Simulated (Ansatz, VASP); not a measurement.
**Al in VASP and in Ansatz**

```
Al
1.0
     0.00000    2.03153    2.03153
     2.03153    0.00000    2.03153
     2.03153    2.03153    0.00000
Al
1
Direct
  0.00000 0.00000 0.00000
```

Alike in both runs: task single point; functional PBE; k mesh 10 × 10 × 10; no spin polarisation.

|  | VASP | Ansatz |
| --- | --- | --- |
| version | VASP 6.6.1 | Ansatz 0.2.0 |
| potentials or method | VASP PAW PBE potentials, release 64 (Al) | plane waves, PAW |
| plane-wave cutoff (eV) | 520 | 500 |
| occupations | fermi-dirac, width 0.1 eV | fermi-dirac |
| valence electrons in the cell | 3 | 3 |

Ansatz gave:

- pressure (GPa): -1.1

**Question.** Estimate VASP's values.

**Answer.** Pressure (GPa): -1.2.
